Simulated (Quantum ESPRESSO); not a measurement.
# MgSi (P4/mmm) in Quantum ESPRESSO: a series of runs

Aim: see how the results for MgSi move with the level of theory and the settings. Levels: PBEsol, LDA. Tasks: band structure, single point, equation of state.

Program: Quantum ESPRESSO 7.5. These are calculated values, not measurements. Logs are shortened: lines on timing, memory, paths and dates and some standing lists are left out, and cuts for length are marked.

## Step 1: Starting point

Symmetry: P4/mmm, No. 123, tetragonal system. Conventional cell: a = 2.908 Å, b = 2.908 Å, c = 4.103 Å, α = 90.00°, β = 90.00°, γ = 90.00°. Around Si (site symmetry 4/mmm) lie 8 Mg at 2.90 Å and 4 Si at 2.91 Å. Mg (site symmetry 4/mmm) has 8 Si at 2.90 Å and 4 Mg at 2.91 Å as nearest neighbours.

The cell comes from a database or a generator and needn't be the stable form of this composition.

## Step 2: Band structure, PBEsol

pw.in

```
&CONTROL
  calculation = 'scf'
  prefix = 'pwscf'
  outdir = './tmp'
  pseudo_dir = './pseudo'
  tprnfor = .true.
  tstress = .true.
  disk_io = 'low'
/
&SYSTEM
  ibrav = 0
  celldm(1) = 8
  nat = 2
  ntyp = 2
  ecutwfc = 45
  ecutrho = 360
  nbnd = 13
  occupations = 'smearing'
  smearing = 'fd'
  degauss = 0.00367493
/
&ELECTRONS
  conv_thr = 4d-10
  electron_maxstep = 120
  mixing_beta = 0.5
/
ATOMIC_SPECIES
Si    28.0850 si_pbesol_v1.uspp.F.UPF
Mg    24.3050 mg_pbesol_v1.4.uspp.F.UPF
CELL_PARAMETERS alat
  0.6870085153131   0.0000000000000   0.0000000000000
  0.0000000000000   0.6870085153131   0.0000000000000
  0.0000000000000   0.0000000000000   0.9692941502993
ATOMIC_POSITIONS crystal
Si     0.5000000000    0.5000000000    0.5000000000
Mg     0.0000000000    0.0000000000    0.0000000000
K_POINTS automatic
9 9 7 0 0 0
```

bands.in

```
&CONTROL
  calculation = 'bands'
  prefix = 'pwscf'
  outdir = './tmp'
  pseudo_dir = './pseudo'
  disk_io = 'low'
  verbosity = 'high'
/
&SYSTEM
  ibrav = 0
  celldm(1) = 8
  nat = 2
  ntyp = 2
  ecutwfc = 45
  ecutrho = 360
  nbnd = 13
  occupations = 'smearing'
  smearing = 'fd'
  degauss = 0.00367493
/
&ELECTRONS
  conv_thr = 1d-08
  electron_maxstep = 120
  mixing_beta = 0.5
  diago_full_acc = .true.
  startingwfc = 'random'
/
ATOMIC_SPECIES
Si    28.0850 si_pbesol_v1.uspp.F.UPF
Mg    24.3050 mg_pbesol_v1.4.uspp.F.UPF
CELL_PARAMETERS alat
  0.6870085153131   0.0000000000000   0.0000000000000
  0.0000000000000   0.6870085153131   0.0000000000000
  0.0000000000000   0.0000000000000   0.9692941502993
ATOMIC_POSITIONS crystal
Si     0.5000000000    0.5000000000    0.5000000000
Mg     0.0000000000    0.0000000000    0.0000000000
K_POINTS crystal
60
 0.0000000000  0.0000000000  0.0000000000 1
 0.0000000000  0.0833333333  0.0000000000 1
 0.0000000000  0.1666666667  0.0000000000 1
 0.0000000000  0.2500000000  0.0000000000 1
 0.0000000000  0.3333333333  0.0000000000 1
 0.0000000000  0.4166666667  0.0000000000 1
 0.0000000000  0.5000000000  0.0000000000 1
 0.0833333333  0.5000000000  0.0000000000 1
 0.1666666667  0.5000000000  0.0000000000 1
 0.2500000000  0.5000000000  0.0000000000 1
 0.3333333333  0.5000000000  0.0000000000 1
 0.4166666667  0.5000000000  0.0000000000 1
 0.5000000000  0.5000000000  0.0000000000 1
 0.4444444444  0.4444444444  0.0000000000 1
 0.3888888889  0.3888888889  0.0000000000 1
 0.3333333333  0.3333333333  0.0000000000 1
 0.2777777778  0.2777777778  0.0000000000 1
 0.2222222222  0.2222222222  0.0000000000 1
 0.1666666667  0.1666666667  0.0000000000 1
 0.1111111111  0.1111111111  0.0000000000 1
 0.0555555556  0.0555555556  0.0000000000 1
 0.0000000000  0.0000000000  0.0000000000 1
 0.0000000000  0.0000000000  0.1250000000 1
 0.0000000000  0.0000000000  0.2500000000 1
 0.0000000000  0.0000000000  0.3750000000 1
 0.0000000000  0.0000000000  0.5000000000 1
 0.0000000000  0.0833333333  0.5000000000 1
 0.0000000000  0.1666666667  0.5000000000 1
 0.0000000000  0.2500000000  0.5000000000 1
 0.0000000000  0.3333333333  0.5000000000 1
 0.0000000000  0.4166666667  0.5000000000 1
 0.0000000000  0.5000000000  0.5000000000 1
 0.0714285714  0.5000000000  0.5000000000 1
 0.1428571429  0.5000000000  0.5000000000 1
 0.2142857143  0.5000000000  0.5000000000 1
 0.2857142857  0.5000000000  0.5000000000 1
 0.3571428571  0.5000000000  0.5000000000 1
 0.4285714286  0.5000000000  0.5000000000 1
 0.5000000000  0.5000000000  0.5000000000 1
 0.4500000000  0.4500000000  0.5000000000 1
 0.4000000000  0.4000000000  0.5000000000 1
 0.3500000000  0.3500000000  0.5000000000 1
 0.3000000000  0.3000000000  0.5000000000 1
 0.2500000000  0.2500000000  0.5000000000 1
 0.2000000000  0.2000000000  0.5000000000 1
 0.1500000000  0.1500000000  0.5000000000 1
 0.1000000000  0.1000000000  0.5000000000 1
 0.0500000000  0.0500000000  0.5000000000 1
 0.0000000000  0.0000000000  0.5000000000 1
 0.0000000000  0.5000000000  0.0000000000 1
 0.0000000000  0.5000000000  0.1250000000 1
 0.0000000000  0.5000000000  0.2500000000 1
 0.0000000000  0.5000000000  0.3750000000 1
 0.0000000000  0.5000000000  0.5000000000 1
 0.5000000000  0.5000000000  0.0000000000 1
 0.5000000000  0.5000000000  0.1000000000 1
 0.5000000000  0.5000000000  0.2000000000 1
 0.5000000000  0.5000000000  0.3000000000 1
 0.5000000000  0.5000000000  0.4000000000 1
 0.5000000000  0.5000000000  0.5000000000 1
```

Potentials or basis: GBRV 1.5 PBEsol.

On the command line:

```
OMP_NUM_THREADS=1 mpirun -n 2 pw.x -nk 2 -in pw.in > pw.out
OMP_NUM_THREADS=1 mpirun -n 2 pw.x -nk 2 -in bands.in > bands.out
```

pw.out:

```text
This program is part of the open-source Quantum ESPRESSO suite
     for quantum simulation of materials; please cite
         "P. Giannozzi et al., J. Phys.:Condens. Matter 21 395502 (2009);
         "P. Giannozzi et al., J. Phys.:Condens. Matter 29 465901 (2017);
         "P. Giannozzi et al., J. Chem. Phys. 152 154105 (2020);
     in publications or presentations arising from this work. More details at

     Message from routine setup:
     using ibrav=0 with symmetry is DISCOURAGED, use correct ibrav instead

     K-points division:     npool     =       2
     Subspace diagonalization in iterative solution of the eigenvalue problem:
     a serial algorithm will be used

     G-vector sticks info
     --------------------
     sticks:   dense  smooth     PW     G-vecs:    dense   smooth      PW
     Sum         869     437    137                27107     9573    1715

     Using Slab Decomposition

     bravais-lattice index     =            0
     lattice parameter (alat)  =       8.0000  a.u.
     unit-cell volume          =     234.2339 (a.u.)^3
     number of atoms/cell      =            2
     number of atomic types    =            2
     number of electrons       =        14.00
     number of Kohn-Sham states=           13
     kinetic-energy cutoff     =      45.0000  Ry
     charge density cutoff     =     360.0000  Ry
     scf convergence threshold =      4.0E-10
     mixing beta               =       0.5000
     number of iterations used =            8  plain     mixing
     Exchange-correlation= SLA  PW   PSX  PSC
                           (   1   4  10   8   0   0   0)

     celldm(1)=   8.000000  celldm(2)=   0.000000  celldm(3)=   0.000000
     celldm(4)=   0.000000  celldm(5)=   0.000000  celldm(6)=   0.000000

     crystal axes: (cart. coord. in units of alat)
               a(1) = (   0.687009   0.000000   0.000000 )
               a(2) = (   0.000000   0.687009   0.000000 )
               a(3) = (   0.000000   0.000000   0.969294 )

     reciprocal axes: (cart. coord. in units 2 pi/alat)
               b(1) = (  1.455586  0.000000  0.000000 )
               b(2) = (  0.000000  1.455586  0.000000 )
               b(3) = (  0.000000  0.000000  1.031679 )

     PseudoPot. # 1 for Si read from file:
     si_pbesol_v1.uspp.F.UPF
     Pseudo is Ultrasoft + core correction, Zval =  4.0
     Generated by new atomic code, or converted to UPF format
     Using radial grid of  899 points,  6 beta functions with:
                l(1) =   0
                l(2) =   0
                l(3) =   1
                l(4) =   1
                l(5) =   2
                l(6) =   2
     Q(r) pseudized with  8 coefficients,  rinner =    0.900   0.900   0.900
                                                       0.900   0.900

     PseudoPot. # 2 for Mg read from file:
     mg_pbesol_v1.4.uspp.F.UPF
     Pseudo is Ultrasoft, Zval = 10.0
     Generated by new atomic code, or converted to UPF format
     Using radial grid of  821 points,  7 beta functions with:
                l(1) =   0
                l(2) =   0
                l(3) =   0
                l(4) =   1
                l(5) =   1
                l(6) =   2
                l(7) =   2
     Q(r) pseudized with  8 coefficients,  rinner =    1.200   1.200   1.200
                                                       1.200   1.200

     atomic species   valence    mass     pseudopotential
     Si                4.00    28.08500     Si( 1.00)
     Mg               10.00    24.30500     Mg( 1.00)

     16 Sym. Ops., with inversion, found

   Cartesian axes

     site n.     atom                  positions (alat units)
         1        Si     tau(   1) = (   0.3435043   0.3435043   0.4846471  )
         2        Mg     tau(   2) = (   0.0000000   0.0000000   0.0000000  )

     number of k points=    60  Fermi-Dirac smearing, width (Ry)=  0.0037
                       cart. coord. in units 2pi/alat
        k(    1) = (   0.0000000   0.0000000   0.0000000), wk =   0.0035273
        k(    2) = (   0.0000000   0.0000000   0.1473827), wk =   0.0070547
        k(    3) = (   0.0000000   0.0000000   0.2947653), wk =   0.0070547
        k(    4) = (   0.0000000   0.0000000   0.4421480), wk =   0.0070547
        k(    5) = (   0.0000000   0.1617318   0.0000000), wk =   0.0141093
        k(    6) = (   0.0000000   0.1617318   0.1473827), wk =   0.0282187
[... 52 lines left out ...]
        k(   59) = (   0.6469271   0.6469271   0.2947653), wk =   0.0282187
        k(   60) = (   0.6469271   0.6469271   0.4421480), wk =   0.0282187

     Dense  grid:    27107 G-vectors     FFT dimensions: (  36,  36,  48)

     Smooth grid:     9573 G-vectors     FFT dimensions: (  24,  24,  36)

     Initial potential from superposition of free atoms

     starting charge      13.6991, renormalised to      14.0000
     Starting wfcs are    9 randomized atomic wfcs +    4 random wfcs

     Self-consistent Calculation

     iteration #  1     ecut=    45.00 Ry     beta= 0.50
     Davidson diagonalization with overlap
     ethr =  1.00E-02,  avg # of iterations =  6.1

     total energy              =    -134.64256101 Ry
     estimated scf accuracy    <       0.14622472 Ry

     iteration #  2     ecut=    45.00 Ry     beta= 0.50
     Davidson diagonalization with overlap
     ethr =  1.04E-03,  avg # of iterations =  2.2

     total energy              =    -134.66588149 Ry
     estimated scf accuracy    <       0.01197424 Ry

     iteration #  3     ecut=    45.00 Ry     beta= 0.50
     Davidson diagonalization with overlap
     ethr =  8.55E-05,  avg # of iterations =  2.7
[... 22 lines left out ...]
     total energy              =    -134.66655618 Ry
     estimated scf accuracy    <       0.00000005 Ry

     iteration #  7     ecut=    45.00 Ry     beta= 0.50
     Davidson diagonalization with overlap
     ethr =  3.22E-10,  avg # of iterations =  2.2

     total energy              =    -134.66655619 Ry
     estimated scf accuracy    <          7.3E-10 Ry

     iteration #  8     ecut=    45.00 Ry     beta= 0.50
     Davidson diagonalization with overlap
     ethr =  5.22E-12,  avg # of iterations =  2.5

     End of self-consistent calculation

          k = 0.0000 0.0000 0.0000 (  1197 PWs)   bands (ev):

   -67.7017 -34.6523 -34.6515 -34.6515  -3.1078   5.3119   7.1426  12.4925
    12.4925  13.5681  16.4597  20.5957  21.0202

          k = 0.0000 0.0000 0.1474 (  1201 PWs)   bands (ev):

   -67.7017 -34.6525 -34.6515 -34.6515  -2.9679   3.9092   8.8878  12.5702
    12.5702  13.7275  16.5966  19.5984  19.5984

          k = 0.0000 0.0000 0.2948 (  1196 PWs)   bands (ev):

   -67.7017 -34.6529 -34.6515 -34.6515  -2.5875   2.2624  11.5909  12.7655
    12.7655  14.1839  16.9628  18.2982  18.3582

          k = 0.0000 0.0000 0.4421 (  1176 PWs)   bands (ev):

   -67.7017 -34.6533 -34.6514 -34.6514  -2.1607   1.1807  12.9498  12.9498
    14.5644  14.7835  17.0542  17.2019  17.6182
[... 268 lines left out ...]
   -67.6945 -34.6928 -34.6927 -34.6431   3.1027   5.2803   5.6732   9.2458
     9.4638  12.0859  12.2741  14.9555  16.2864

          k = 0.6469 0.6469 0.2948 (  1204 PWs)   bands (ev):

   -67.6945 -34.6927 -34.6926 -34.6434   3.4496   5.5761   6.0006   8.0317
     9.5848  10.5183  10.8017  14.8710  17.4774

          k = 0.6469 0.6469 0.4421 (  1203 PWs)   bands (ev):

   -67.6945 -34.6927 -34.6926 -34.6436   3.8337   5.8873   6.3590   7.0481
     9.5661   9.8421   9.9355  13.9530  20.2186

     the Fermi energy is     8.0163 ev

!    total energy              =    -134.66655619 Ry
     estimated scf accuracy    <          1.4E-11 Ry
     smearing contrib. (-TS)   =      -0.00053037 Ry
     internal energy E=F+TS    =    -134.66602583 Ry

     The total energy is F=E-TS. E is the sum of the following terms:
     one-electron contribution =    -102.78167297 Ry
     hartree contribution      =      52.09909581 Ry
     xc contribution           =     -20.89450219 Ry
     ewald contribution        =     -63.08894648 Ry

     convergence has been achieved in   8 iterations

     Forces acting on atoms (cartesian axes, Ry/au):

     atom    1 type  1   force =     0.00000000    0.00000000    0.00000000
     atom    2 type  2   force =     0.00000000    0.00000000    0.00000000

     Total force =     0.000000     Total SCF correction =     0.000000

     Computing stress (Cartesian axis) and pressure

          total   stress  (Ry/bohr**3)                   (kbar)     P=      -16.01
   0.00003219   0.00000000   0.00000000            4.74        0.00        0.00
   0.00000000   0.00003219   0.00000000            0.00        4.74        0.00
   0.00000000   0.00000000  -0.00039080            0.00        0.00      -57.49

=------------------------------------------------------------------------------=
   JOB DONE.
=------------------------------------------------------------------------------=
```

Run time: 14 s. Hardware: 2 MPI ranks of Arm Neoverse V2, shared host; peak memory 0.2 GiB.

What came out:

- Free energy: -1832.2318 eV
- Pressure: -1.6 GPa
- Band gap on the k mesh: none (metal or under the smearing width)

Levels at the corners of the path, in eV from the Fermi level:
```tsv
point	band 4	band 5	band 6	band 7	band 8	band 9	band 10	band 11
Γ	-42.67	-11.12	-2.70	-0.87	4.48	4.48	5.55	8.44
X	-42.66	-7.76	-5.75	0.00	2.61	3.01	4.22	6.66
M	-42.66	-4.26	-2.95	-2.95	0.51	2.86	5.68	5.68
Γ	-42.67	-11.12	-2.70	-0.87	4.48	4.48	5.55	8.44
Z	-42.67	-10.10	-7.00	4.96	4.96	6.91	7.70	8.57
R	-42.66	-6.89	-4.77	-3.68	-1.47	7.23	9.95	10.52
A	-42.66	-3.26	-2.17	-2.17	-0.51	1.32	1.32	1.43
Z	-42.67	-10.10	-7.00	4.96	4.96	6.91	7.70	8.57
X	-42.66	-7.76	-5.75	0.00	2.61	3.01	4.22	6.66
R	-42.66	-6.89	-4.77	-3.68	-1.47	7.23	9.95	10.52
M	-42.66	-4.26	-2.95	-2.95	0.51	2.86	5.68	5.68
A	-42.66	-3.26	-2.17	-2.17	-0.51	1.32	1.32	1.43
```

## Step 3: Single point, LDA, 16.31 Å³/atom

pw.in

```
&CONTROL
  calculation = 'scf'
  prefix = 'pwscf'
  outdir = './tmp'
  pseudo_dir = './pseudo'
  tprnfor = .true.
  tstress = .true.
  disk_io = 'nowf'
/
&SYSTEM
  ibrav = 0
  nat = 2
  ntyp = 2
  ecutwfc = 45
  ecutrho = 360
  nbnd = 13
  occupations = 'smearing'
  smearing = 'fd'
  degauss = 0.00367493
/
&ELECTRONS
  conv_thr = 4d-10
  electron_maxstep = 120
  mixing_beta = 0.5
/
ATOMIC_SPECIES
Si    28.0850 si_lda_v1.uspp.F.UPF
Mg    24.3050 mg_lda_v1.4.uspp.F.UPF
CELL_PARAMETERS angstrom
   2.8490223611    0.0000000000    0.0000000000
   0.0000000000    2.8490223611    0.0000000000
   0.0000000000    0.0000000000    4.0196600873
ATOMIC_POSITIONS crystal
Si     0.5000000000    0.5000000000    0.5000000000
Mg     0.0000000000    0.0000000000    0.0000000000
K_POINTS automatic
9 9 7 0 0 0
```

Potentials or basis: GBRV 1.5 LDA.

On the command line:

```
OMP_NUM_THREADS=1 mpirun -n 2 pw.x -nk 2 -in pw.in > pw.out
```

Run time: 7.3 s. Hardware: 2 MPI ranks of Arm Neoverse V2, shared host; peak memory 0.2 GiB.

It converged, with:

```
Free energy            : -1832.4503 eV
Pressure               : 0.6 GPa
Band gap on the k mesh : none (metal or under the smearing width)
```

## Step 4: Single point, LDA, 16.66 Å³/atom

Edit pw.in of step 3 so:

```diff
@@ -29,5 +29,5 @@
 CELL_PARAMETERS angstrom
-   2.8490223611    0.0000000000    0.0000000000
-   0.0000000000    2.8490223611    0.0000000000
-   0.0000000000    0.0000000000    4.0196600873
+   2.8690865599    0.0000000000    0.0000000000
+   0.0000000000    2.8690865599    0.0000000000
+   0.0000000000    0.0000000000    4.0479684854
 ATOMIC_POSITIONS crystal
```

On the command line:

```
OMP_NUM_THREADS=1 mpirun -n 2 pw.x -nk 2 -in pw.in > pw.out
```

Run time: 7.3 s. Hardware: 2 MPI ranks of Arm Neoverse V2, shared host; peak memory 0.2 GiB.

The run converged. Its results:

| Property | Result |
| --- | --- |
| Free energy | -1832.4501 eV |
| Pressure | -0.8 GPa |
| Band gap on the k mesh | none (metal or under the smearing width) |

## Step 5: Single point, LDA, 17.01 Å³/atom

Edit pw.in of step 4 so:

```diff
@@ -29,5 +29,5 @@
 CELL_PARAMETERS angstrom
-   2.8690865599    0.0000000000    0.0000000000
-   0.0000000000    2.8690865599    0.0000000000
-   0.0000000000    0.0000000000    4.0479684854
+   2.8888739890    0.0000000000    0.0000000000
+   0.0000000000    2.8888739890    0.0000000000
+   0.0000000000    0.0000000000    4.0758863917
 ATOMIC_POSITIONS crystal
```

On the command line:

```
OMP_NUM_THREADS=1 mpirun -n 2 pw.x -nk 2 -in pw.in > pw.out
```

Wall time 7.5 s (2 MPI ranks of Arm Neoverse V2, shared host); peak memory 0.2 GiB.

It converged, with:

- Free energy: -1832.4440 eV
- Pressure: -2.1 GPa
- Band gap on the k mesh: none (metal or under the smearing width)

## Step 6: Single point, LDA, 17.35 Å³/atom

Edit pw.in of step 5 so:

```diff
@@ -29,5 +29,5 @@
 CELL_PARAMETERS angstrom
-   2.8888739890    0.0000000000    0.0000000000
-   0.0000000000    2.8888739890    0.0000000000
-   0.0000000000    0.0000000000    4.0758863917
+   2.9083940000    0.0000000000    0.0000000000
+   0.0000000000    2.9083940000    0.0000000000
+   0.0000000000    0.0000000000    4.1034270000
 ATOMIC_POSITIONS crystal
```

Potentials or basis: GBRV 1.5 LDA.

On the command line:

```
OMP_NUM_THREADS=1 mpirun -n 2 pw.x -nk 2 -in pw.in > pw.out
```

Wall time 7.5 s (2 MPI ranks of Arm Neoverse V2, shared host); peak memory 0.22 GiB.

Results (log left out):

* Free energy: -1832.4326 eV
* Pressure: -3.3 GPa
* Band gap on the k mesh: none (metal or under the smearing width)

## Step 7: Single point, LDA, 17.70 Å³/atom

Edit pw.in of step 6 so:

```diff
@@ -29,5 +29,5 @@
 CELL_PARAMETERS angstrom
-   2.9083940000    0.0000000000    0.0000000000
-   0.0000000000    2.9083940000    0.0000000000
-   0.0000000000    0.0000000000    4.1034270000
+   2.9276554487    0.0000000000    0.0000000000
+   0.0000000000    2.9276554487    0.0000000000
+   0.0000000000    0.0000000000    4.1306028052
 ATOMIC_POSITIONS crystal
```

On the command line:

```
OMP_NUM_THREADS=1 mpirun -n 2 pw.x -nk 2 -in pw.in > pw.out
```

Run time: 7.6 s. Hardware: 2 MPI ranks of Arm Neoverse V2, shared host; peak memory 0.2 GiB.

Results (log left out):

| Item | Value |
| --- | --- |
| Free energy | -1832.4163 eV |
| Pressure | -4.3 GPa |
| Band gap on the k mesh | none (metal or under the smearing width) |

## Step 8: Single point, LDA, 18.05 Å³/atom

Edit pw.in of step 7 so:

```diff
@@ -29,5 +29,5 @@
 CELL_PARAMETERS angstrom
-   2.9276554487    0.0000000000    0.0000000000
-   0.0000000000    2.9276554487    0.0000000000
-   0.0000000000    0.0000000000    4.1306028052
+   2.9466667311    0.0000000000    0.0000000000
+   0.0000000000    2.9466667311    0.0000000000
+   0.0000000000    0.0000000000    4.1574256529
 ATOMIC_POSITIONS crystal
```

On the command line:

```
OMP_NUM_THREADS=1 mpirun -n 2 pw.x -nk 2 -in pw.in > pw.out
```

It took 7.8 s on 2 MPI ranks of Arm Neoverse V2, shared host; peak memory 0.22 GiB.

The run converged. Its results:

```
Free energy            : -1832.3957 eV
Pressure               : -5.3 GPa
Band gap on the k mesh : none (metal or under the smearing width)
```

## Step 9: Single point, LDA, 18.40 Å³/atom

Edit pw.in of step 8 so:

```diff
@@ -29,5 +29,5 @@
 CELL_PARAMETERS angstrom
-   2.9466667311    0.0000000000    0.0000000000
-   0.0000000000    2.9466667311    0.0000000000
-   0.0000000000    0.0000000000    4.1574256529
+   2.9654358151    0.0000000000    0.0000000000
+   0.0000000000    2.9654358151    0.0000000000
+   0.0000000000    0.0000000000    4.1839067851
 ATOMIC_POSITIONS crystal
```

Potentials or basis: GBRV 1.5 LDA.

On the command line:

```
OMP_NUM_THREADS=1 mpirun -n 2 pw.x -nk 2 -in pw.in > pw.out
```

Run time: 7.8 s. Hardware: 2 MPI ranks of Arm Neoverse V2, shared host; peak memory 0.22 GiB.

Results (log left out):

```yaml
Free_energy: -1832.3713 eV
Pressure: -6.1 GPa
Band_gap_on_the_k_mesh: none (metal or under the smearing width)
```

## Step 10: Equation of state, LDA

This step only gathers the single runs of the series.

Results:

* Equilibrium volume: 16.48 Å³/atom
* Bulk modulus at fixed shape and positions: 69 GPa
* Pressure derivative of the bulk modulus: 4.2

Energy against volume, from the lowest point:
```csv
volume (Å³/atom),energy (meV/atom)
16.314,0.00
16.661,0.07
17.008,3.12
17.355,8.84
17.702,16.97
18.049,27.28
18.396,39.48
```

Caveat: the cell was scaled at fixed shape and fractional positions, which overstates the stiffness of a crystal with free parameters, most of all of layers and chains.
